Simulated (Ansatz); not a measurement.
LiH (NiAs type) (r2SCAN geometry), in Ansatz:

```xyz
4
Lattice="2.7815 0.0000 0.0000 -1.3908 2.4089 0.0000 0.0000 0.0000 4.8730" Properties=species:S:1:pos:R:3 pbc="T T T"
Li    0.0000    0.0000    0.0000
Li    0.0000    0.0000    2.4365
H     0.0000    1.6059    1.2182
H     1.3908    0.8030    3.6547
```

G0W0@PBE with 122 empty bands, a screening cutoff of 140 eV and a 6×6×4 mesh (PAW, contour deformation) gives 6.319 eV over the mesh points, from a PBE gap of 4.355 eV; it sums over 126 bands with 135 plane waves in the screening and a wave cutoff of 420 eV. G0W0 values are finite-basis, finite-mesh values. All values are calculated for a non-magnetic cell, which may be hypothetical.

**Question.** Estimate the gap with potentials of the kind norm-conserving.

**Answer.** 6.313 eV (-0.006 eV), from a Kohn-Sham gap of 4.354 eV.

**Question.** Another run gave a Kohn-Sham gap of 4.355 eV and a G0W0 gap of 6.378 eV, summing over 229 bands with 245 plane waves in the screening and a wave cutoff of 420 eV. What was changed?

**Answer.** Empty bands 225, screening cutoff 210 eV. The counts of bands and plane waves show it.

**Question.** Estimate the gap with frequency model Godby-Needs pole.

**Answer.** 6.323 eV (+0.004 eV), from a Kohn-Sham gap of 4.355 eV.

**Question.** Estimate the gap with mesh 9×9×4, empty bands 53, screening cutoff 80 eV.

**Answer.** 6.327 eV (+0.008 eV), from a Kohn-Sham gap of 4.484 eV.
